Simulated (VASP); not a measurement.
# BN (F-43m) in VASP: a series of runs, part 2 of 2

VASP 6.6.1. Earlier steps stand in the parts before.

## (4) G0W0 quasiparticle levels, PBE

File POSCAR:

```
BN
1.0
    0.0000000000      1.8130010000      1.8130010000
    1.8130010000      0.0000000000      1.8130010000
    1.8130010000      1.8130010000      0.0000000000
N B
1 1
Direct
    0.2500000000      0.2500000000      0.2500000000
    0.0000000000      0.0000000000      0.0000000000
```

File INCAR.step1:

```
SYSTEM = BN
PREC = Accurate ; ENCUT = 450
EDIFF = 1E-8 ; ISMEAR = 0
SIGMA = 0.01 ; LREAL = .FALSE.
LASPH = .TRUE. ; NELM = 80
ALGO = Normal ; LWAVE = .TRUE.
LCHARG = .FALSE. ; GGA = PE
```

File INCAR.step2:

```
SYSTEM = BN
PREC = Accurate ; ENCUT = 450
EDIFF = 1E-8 ; ISMEAR = 0
SIGMA = 0.01 ; LREAL = .FALSE.
LASPH = .TRUE. ; NELM = 1
ALGO = Exact ; LWAVE = .TRUE.
LCHARG = .FALSE. ; GGA = PE
NBANDS = 75 ; LOPTICS = .TRUE.
ISTART = 1
```

File INCAR.step3:

```
SYSTEM = BN
PREC = Accurate ; ENCUT = 450
EDIFF = 1E-8 ; ISMEAR = 0
SIGMA = 0.01 ; LREAL = .FALSE.
LASPH = .TRUE. ; ALGO = EVGW0
LWAVE = .FALSE. ; LCHARG = .FALSE.
GGA = PE ; NELMGW = 1
NBANDS = 75 ; ENCUTGW = 150
NOMEGA = 48 ; PRECFOCK = Fast
ISTART = 1 ; NBANDSGW = 12
```

File KPOINTS:

```
Automatic mesh
0
G
  3 3 3
  0 0 0
```

Potentials or basis: VASP PAW PBE potentials, release 64 (N_GW, B_GW).

Started as:

```bash
> cat potpaw_PBE.64/N_GW/POTCAR potpaw_PBE.64/B_GW/POTCAR > POTCAR
> cp INCAR.step1 INCAR
> mpirun -np 1 vasp_std > vasp.out
> cp INCAR.step2 INCAR
> mpirun -np 1 vasp_std > vasp.out
> cp INCAR.step3 INCAR
> mpirun -np 1 vasp_std > vasp.out
```

OUTCAR:

```text
SYSTEM = BN
   PREC = Accurate
   ENCUT = 450
   EDIFF = 1E-8
   ISMEAR = 0
   LREAL = .FALSE.
   LASPH = .TRUE.
   GGA = PE
   NELMGW = 1
   ENCUTGW = 150
   PRECFOCK = Fast
   ISTART = 1

 Found      4 irreducible k-points:

 Following reciprocal coordinates:
            Coordinates               Weight
  0.000000  0.000000  0.000000      1.000000
  0.333333  0.000000  0.000000      8.000000
  0.333333  0.333333  0.000000      6.000000
 -0.333333  0.333333  0.000000     12.000000
   k-points           NKPTS =      4   k-points in BZ     NKDIM =     27   number of bands    NBANDS=     75
   number of dos      NEDOS =    301   number of ions     NIONS =      2
   total plane-waves  NPLWV =   5832
   dimension x,y,z NGX =    18 NGY =   18 NGZ =   18
   dimension x,y,z NGXF=    36 NGYF=   36 NGZF=   36
   ions per type =               1   1
   NGX,Y,Z   is equivalent  to a cutoff of  11.67, 11.67, 11.67 a.u.
   NGXF,Y,Z  is equivalent  to a cutoff of  23.34, 23.34, 23.34 a.u.
 SYSTEM =  BN
   PREC   = accura    normal or accurate (medium, high low for compatibility)
   ISTART =      1    job   : 0-new  1-cont  2-samecut
   ICHARG =      0    charge: 1-file 2-atom 10-const
   ISPIN  =      1    spin polarized calculation?
   LNONCOLLINEAR =      F non collinear calculations
   LSORBIT =      F    spin-orbit coupling
   LASPH  =      T    aspherical Exc in radial PAW
   ENCUT  =  450.0 eV  33.07 Ry    5.75 a.u.   4.43  4.43  4.43*2*pi/ulx,y,z
   NELM   =     60;   NELMIN=  2; NELMDL=  0     # of ELM steps
   EDIFF  = 0.1E-07   stopping-criterion for ELM
   LREAL  =      F    real-space projection
   EDIFFG = 0.1E-06   stopping-criterion for IOM
   NSW    =      0    number of steps for IOM
   IBRION =     -1    ionic relax: 0-MD 1-quasi-New 2-CG
   NFREE  =      0    steps in history (QN), initial steepest desc. (CG)
   ISIF   =      0    stress and relaxation
   ISYM   =      3    0-nonsym 1-usesym 2-fastsym
   POTIM  = 0.5000    time-step for ionic-motion
   TEBEG  =    0.0;   TEEND  =   0.0 temperature during run
   PSTRESS=    0.0 pullay stress
   NELECT =       8.0000    total number of electrons
   NUPDOWN=      -1.0000    fix difference up-down
   EMIN   =  10.00;   EMAX   =-10.00  energy-range for DOS
   EFERMI =   0.00;   METHOD = LEGACY
   ISMEAR =     0;   SIGMA  =   0.01  broadening in eV -4-tet -1-fermi 0-gaus
   EFERMI_NEDOS =   21; number of points for ismear=-14 and -15
   IALGO  =     38    algorithm
   IMIX   =      4    mixing-type and parameters
     AMIX     =   0.40;   BMIX     =  1.00
     AMIX_MAG =   1.60;   BMIX_MAG =  1.00
  volume/ion in A,a.u.               =       5.96        40.22
  Fermi-wavevector in a.u.,A,eV,Ry     =   1.433387  2.708709 27.954506  2.054598
  Thomas-Fermi vector in A             =   2.552911
   LORBIT       =      0    0 simple, 1 ext, 2 COOP (PROOUT), +10 PAW based schemes
   GGA     = PE    functional components
   LHFCALC =     T    Hartree Fock is set to
   PRECFOCK=fast      Normal, Fast or Accurate (Low or Medium for compatibility)
   ENCUT4O =  -1.0   cutoff for four orbital integrals eV
   NKREDX  =     1    reduce k-point grid by
   NKREDY  =     1    reduce k-point grid by
   NKREDZ  =     1    reduce k-point grid by
   AEXX    =    1.0000 exact exchange contribution
   HFSCREEN=    0.0000 screening length (either q_TF or 0.3 A-1)
   HFSCREENC=   0.0000 screening length for correlation (either q_TF or 0.3 A-1)
   ENCUTFOCK=  -1.0 apply spherical cutoff to Coloumb kernel
   IVDW    =     0    specifies the selected vdW correction
   LEPSILON=     F    determine dielectric tensor
   LRPA    =     F    only Hartree local field effects (RPA)
   LRPAFORCE           =     F    calculate RPA forces
   ENCUTGW             = 150.0    cutoff for response function in eV
   ENCUTGWSOFT         = 120.0    soft cutoff for Coulomb kernel in GW response function in eV
   ENCUTLF             =  -1.0    cutoff for local field effects
   NELMGW              =     1    number of iterations in solving QP/BSE equation
   NELMHF              =     1    number of iterations in the inner HF iteration
   NKREDLFX            =     1    NKREDLFY  =   1   NKREDLFZ  =   1
 non-spin polarized calculation
 Gauss-broadening in eV      SIGMA  =   0.01
  energy-cutoff  :      450.00
  volume of cell :       11.92
 maximum number of plane-waves:       259
 NGX is ok and might be reduce to    18
  NGX = 12; NGY = 12; NGZ = 12
   NGX =  9   NGY =  9   NGZ =  9
 maximum number of plane-waves:        59

 QP shifts <psi_nk| G(iteration)W_0 |psi_nk>: iteration 1
 for sc-GW calculations column KS-energies equals QP-energies in previous step
 and V_xc(KS)=  KS-energies - (<T + V_ion + V_H > + <T+V_H+V_ion>^1  + <V_x>^1)

 k-point   1 :       0.0000    0.0000    0.0000
  band No.  KS-energies  QP-energies   sigma(KS)   V_xc(KS)     V^pw_x(r,r')   Z            occupation Imag(sigma)

      1     -12.7045     -14.7562     -18.0661     -15.4437     -26.3915       0.7824       2.0000       1.4619
      2       7.4800       6.6587     -19.2579     -18.2590     -22.3910       0.8222       2.0000       0.1176
      3       7.4800       6.6587     -19.2579     -18.2590     -22.3910       0.8222       2.0000       0.1176
      4       7.4800       6.6587     -19.2579     -18.2590     -22.3910       0.8222       2.0000       0.1176
      5      16.1541      17.3380     -12.3044     -13.7408      -6.6858       0.8242       0.0000      -0.1271
      6      16.1541      17.3380     -12.3044     -13.7408      -6.6858       0.8242       0.0000      -0.1271
      7      16.1541      17.3380     -12.3044     -13.7408      -6.6858       0.8242       0.0000      -0.1271
      8      17.6446      18.6680     -14.1270     -15.3925      -8.0853       0.8087       0.0000      -0.1541
      9      31.9542      32.2967     -10.9191     -11.3463      -3.2201       0.8017       0.0000      -0.6710
     10      35.0433      36.0573     -12.0400     -13.2558      -5.3479       0.8340       0.0000      -0.5457
     11      35.0433      36.0573     -12.0400     -13.2558      -5.3479       0.8340       0.0000      -0.5457
     12      35.6373      36.1324     -10.3849     -10.9827      -2.9663       0.8283       0.0000      -0.8583

 k-point   2 :       0.3333    0.0000    0.0000
  band No.  KS-energies  QP-energies   sigma(KS)   V_xc(KS)     V^pw_x(r,r')   Z            occupation Imag(sigma)

      1     -10.1846     -12.0510     -18.4277     -16.0149     -26.2370       0.7735       2.0000       1.1334
      2      -0.3875      -1.8530     -17.3782     -15.5250     -21.8274       0.7908       2.0000       0.2170
      3       5.9144       4.9589     -18.6740     -17.5013     -21.9873       0.8147       2.0000       0.1268
      4       5.9144       4.9589     -18.6740     -17.5013     -21.9873       0.8147       2.0000       0.1268
      5      17.2083      18.1766     -13.3237     -14.5090      -7.5426       0.8170       0.0000      -0.1398
      6      17.9907      19.2318     -12.5815     -14.0980      -6.7171       0.8184       0.0000      -0.1450
      7      17.9907      19.2318     -12.5815     -14.0980      -6.7171       0.8184       0.0000      -0.1450
      8      21.8856      23.2412     -14.0060     -15.7170      -7.3366       0.7923       0.0000      -0.2269
      9      30.4998      31.0265     -10.8100     -11.4642      -3.4614       0.8052       0.0000      -0.5360
     10      31.6850      32.5385     -11.4959     -12.5356      -4.6660       0.8210       0.0000      -0.5086
     11      31.6850      32.5385     -11.4959     -12.5356      -4.6660       0.8210       0.0000      -0.5086
     12      34.8352      35.8320     -11.7152     -12.9790      -3.5467       0.7887       0.0000      -0.8873

 k-point   3 :       0.3333    0.3333    0.0000
  band No.  KS-energies  QP-energies   sigma(KS)   V_xc(KS)     V^pw_x(r,r')   Z            occupation Imag(sigma)

      1      -9.3669     -11.1843     -18.5412     -16.1938     -26.1623       0.7742       2.0000       1.0450
      2       1.4101       0.0130     -18.2885     -16.5363     -22.5282       0.7973       2.0000       0.1831
      3       3.4490       2.2795     -17.9313     -16.4851     -21.6274       0.8086       2.0000       0.1476
      4       3.4490       2.2795     -17.9313     -16.4851     -21.6274       0.8086       2.0000       0.1476
      5      13.0634      13.7474     -11.9258     -12.7460      -6.7471       0.8340       0.0000      -0.1149
      6      17.6331      18.4098     -11.9866     -12.9241      -6.3551       0.8286       0.0000      -0.1372
      7      22.8744      24.4659     -13.8051     -15.8195      -6.8812       0.7901       0.0000      -0.2477
      8      22.8744      24.4659     -13.8051     -15.8195      -6.8812       0.7901       0.0000      -0.2477
      9      26.5646      27.8227     -13.8699     -15.4596      -6.7446       0.7914       0.0000      -0.3463
     10      34.6302      35.7050     -11.7835     -13.1424      -3.4910       0.7909       0.0000      -0.8904
     11      40.0725      41.2047     -11.9473     -13.3029      -4.8202       0.8352       0.0000      -0.9805
     12      42.6797      43.5341     -11.0653     -12.1199      -3.0257       0.8101       0.0000      -1.1869

 k-point   4 :      -0.3333    0.3333    0.0000
  band No.  KS-energies  QP-energies   sigma(KS)   V_xc(KS)     V^pw_x(r,r')   Z            occupation Imag(sigma)

      1      -7.3843      -9.0636     -19.3999     -17.2314     -26.7577       0.7745       2.0000       0.8640
      2      -0.9236      -2.4259     -16.8958     -14.9926     -21.3312       0.7893       2.0000       0.2275
      3       0.1065      -1.3765     -17.2579     -15.3973     -21.5376       0.7970       2.0000       0.1986
      4       3.9902       2.8685     -18.1012     -16.7145     -21.7092       0.8089       2.0000       0.1427
      5      15.2084      15.9710     -12.1677     -13.0861      -6.8133       0.8304       0.0000      -0.1234
      6      21.7399      23.0927     -14.2918     -15.9843      -7.8310       0.7994       0.0000      -0.2087
      7      21.9107      23.4210     -13.4411     -15.3419      -6.6763       0.7946       0.0000      -0.2258
      8      23.3440      24.7942     -13.6764     -15.5300      -6.4707       0.7824       0.0000      -0.2835
      9      25.4984      26.4810     -12.1500     -13.3611      -5.6086       0.8113       0.0000      -0.2589
     10      32.3255      33.1735     -11.3372     -12.3564      -4.7162       0.8320       0.0000      -0.4894
     11      34.0402      35.3840     -12.5023     -14.2195      -4.1780       0.7826       0.0000      -0.8107
     12      42.0541      42.7249     -10.7433     -11.5505      -2.9540       0.8311       0.0000      -1.2238
```

Wall time 5.9 s (1 thread of Intel Xeon Platinum 8259CL at 2.50GHz (Skylake/Cascade Lake), shared host); peak memory 0.12 GiB.

These settings aren't checked as converged: the numbers below hold their error.

Results:

| Quantity | Value |
| --- | --- |
| Band gap on the k mesh, mean-field level | 5.58 eV, indirect (least direct gap 8.67 eV) |
| Quasiparticle gap | 7.09 eV |
| Least direct quasiparticle gap | 10.68 eV |

Caveat: the k mesh is coarse (spacing up to 1.00 Å⁻¹), so the values aren't converged; the cutoff is under 1.25 times the usual one of these potentials, so pressure, stress and relaxed cells hold a basis-set (Pulay) error; bands, screening cutoff and mesh are small and nothing is extrapolated, so the quasiparticle values aren't converged; an odd mesh through Γ misses points on the zone boundary, where band edges often lie.

## (5) The reference run

An earlier run on the cell as given: functional PBEsol; potentials or basis VASP PAW PBE potentials, release 64 (N, B); cutoff 520 eV; k mesh 13 × 13 × 13; occupations fermi-dirac, width 0.05 eV; no spin polarisation.

- Pressure: -5.7 GPa
- Band gap on the k mesh: 4.34 eV, indirect (least direct gap 8.72 eV)
